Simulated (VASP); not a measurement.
# TePb: single point with LDA

**Measured values to compare with.**

A printed reference work, monograph reports, for a bulk crystal of TePb at 4.2 K: band gap 0.19 eV (direct).

The system is TePb.

```
Te Pb
1.0
     0.00000    3.22700    3.22700
     3.22700    0.00000    3.22700
     3.22700    3.22700    0.00000
Te Pb
1 1
Direct
  0.50000 0.50000 0.50000
  0.00000 0.00000 0.00000
```

```json
{"Program": "VASP 6.6.1", "Task": "single point", "Functional": "LDA", "Potentials or basis": "VASP PAW LDA potentials, release 64 (Te, Pb_d)", "Cutoff": "520 eV", "k mesh": "8 × 8 × 8", "Occupations": "gaussian, width 0.05 eV", "Spin": "no spin polarisation", "Dipole correction": "no", "Further INCAR settings": "ALGO = Normal; EDIFF = 1e-06; NBANDS = 17"}
```

The pressure is -1.5 GPa. The band gap on the k mesh is 0.63 eV, direct.

Levels at points of the mesh, in eV from the valence-band top:
| k point | band 8 | band 9 | band 10 | band 11 | band 12 | band 13 |
| --- | --- | --- | --- | --- | --- | --- |
| (0.00, 0.00, 0.00) | -1.36 | -1.36 | -1.36 | 3.99 | 3.99 | 3.99 |
| (0.50, 0.00, 0.00) | -0.88 | -0.88 | 0.00 | 0.63 | 1.20 | 1.20 |
| (0.50, 0.50, 0.00) | -4.55 | -2.83 | -2.83 | 3.24 | 5.40 | 5.40 |

It took 11 s on 1 thread of Intel(R) Xeon(R) 6975P-C (Granite Rapids), with other jobs on the host, peak memory 0.18 GiB.

A measured gap of TePb is 0.19 eV (direct; 4.2 K; a printed reference work, monograph); the calculated 0.63 eV misses it by +0.44 eV. Spin-orbit coupling on Pb, Te is left out. The value is that of LDA on a finite k mesh, which can miss the band edges, without temperature or zero-point motion.

Caveat: spin-orbit coupling is left out, which moves the levels of the heavy elements.
